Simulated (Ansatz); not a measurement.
CaSe, NiAs type at its r2SCAN geometry, run in Ansatz at 2 levels of theory. (Calculated; non-magnetic; the phase may be known or hypothetical.)

The PBE+SOC input:
```yaml
crystal:
  lattice:
    - [4.1316821786, 0.0, 0.0]
    - [-2.0658410893, 3.5781417271, 0.0]
    - [0.0, 0.0, 7.1625032202]
  atoms:
    - { symbol: Ca, position: [0.0, 0.0, 0.0] }
    - { symbol: Ca, position: [0.0, 0.0, 0.5] }
    - { symbol: Se, position: [0.3333333333, 0.6666666667, 0.25] }
    - { symbol: Se, position: [0.6666666667, 0.3333333333, 0.75] }
kpoints:
  mp_grid: { grid: [12, 12, 4] }
  band_path:
    path:
      - [0.0, 0.0, 0.0]
      - [0.5, 0.0, 0.0]
      - [0.3333333333, 0.3333333333, 0.0]
      - [0.0, 0.0, 0.5]
      - [0.5, 0.0, 0.5]
      - [0.3333333333, 0.3333333333, 0.5]
      - [0.0, 0.5, 0.0]
    npoints: 1
hamiltonian:
  xc: pbe
scf:
  occupations: { method: fixed }
  n_extra_bands: 10
magnetization:
  noncollinear: true
  spin_orbit: true
output:
  forces: true
  stress: true
  eigenvalues: true
  write_density: true
  write_potential: true
  elf: true
  volumetric_format: npy
```

Main results, then, where recorded, the levels near the gap in eV from the Fermi energy (columns number the bands from 0), one row a point of the path (Γ, M, K, A, L, H, M):
```
Crystal: 4 atoms, lattice volume = 105.889 Å³
Symmetry: 24 space group operations + 24 with time reversal
Magnetic group: BNS 194.264 (UNI 1494)
```
```
Basis set: ecut = 420 eV, 2027 PW (Γ)
k-points: 57 of 576
SCF converged after 9 iterations
Free energy (F): -14580.127850 eV
Fermi energy:    7.070441 eV
--- Stress (GPa, compression-positive) ---
        0.572683       0.000000       0.000000
        0.000000       0.572683       0.000000
        0.000000       0.000000       0.734542
  P = ⅓ Tr σ = 0.6266 GPa (6.266 kbar)
```
```tsv
band_44	band_45	band_46	band_47	band_48	band_49	band_50	band_51	band_52	band_53	band_54	band_55	band_56	band_57
-1.093	-1.093	-0.602	-0.602	-0.164	-0.164	0.000	0.000	2.301	2.301	3.024	3.024	3.652	3.652
-1.889	-1.889	-1.825	-1.825	-1.337	-1.337	-0.984	-0.984	2.069	2.069	3.561	3.561	4.925	4.925
-2.322	-2.322	-1.795	-1.795	-1.745	-1.745	-1.526	-1.526	3.933	3.933	4.102	4.102	4.140	4.140
-0.856	-0.856	-0.856	-0.856	-0.638	-0.638	-0.638	-0.638	3.445	3.445	3.445	3.445	4.164	4.164
-1.556	-1.556	-1.556	-1.556	-1.150	-1.150	-1.150	-1.150	2.887	2.887	2.887	2.887	4.495	4.495
-2.321	-2.321	-2.150	-2.150	-1.554	-1.554	-1.514	-1.514	3.608	3.608	3.612	3.612	4.641	4.641
-1.889	-1.889	-1.825	-1.825	-1.337	-1.337	-0.984	-0.984	2.069	2.069	3.561	3.561	4.925	4.925
```

With PBE+SOC the valence top lies at Γ and the conduction bottom at M, 2.07 eV higher; the smallest vertical gap, at Γ, is 2.30 eV.

r2SCAN. Against the first input these blocks differ (the band path and keys that only write files left aside):
```yaml
hamiltonian:
  xc: r2scan
scf:
  occupations: { method: fixed }
  n_extra_bands: 5
```
(magnetization left out)

```
Basis set: ecut = 500 eV, 2649 PW (Γ)
k-points: 57 of 576
SCF converged after 7 iterations
Free energy (F): -14608.591820 eV
Fermi energy:    6.678388 eV
--- Stress (GPa, compression-positive) ---
       -0.031398       0.000000       0.000000
        0.000000      -0.031398       0.000000
        0.000000       0.000000       0.027737
  P = ⅓ Tr σ = -0.0117 GPa (-0.117 kbar)
```
```tsv
band_22	band_23	band_24	band_25	band_26	band_27	band_28
-1.050	-0.367	0.000	0.000	2.925	3.934	4.300
-1.741	-1.719	-1.215	-0.882	2.685	4.226	5.644
-2.278	-1.652	-1.652	-1.437	4.612	4.790	4.790
-0.603	-0.603	-0.603	-0.603	4.144	4.144	4.832
-1.410	-1.410	-1.050	-1.050	3.513	3.513	5.267
-2.090	-2.090	-1.429	-1.429	4.258	4.258	5.348
-1.741	-1.719	-1.215	-0.882	2.685	4.226	5.644
```

The r2SCAN gap is indirect, 2.68 eV (Γ to M), below the direct gap of 2.92 eV at Γ. The mean stress is close to zero (-0.01 GPa).

Totals of different functionals, or with and without spin-orbit coupling, can't be compared.

Only the levels marked +SOC include spin-orbit coupling.
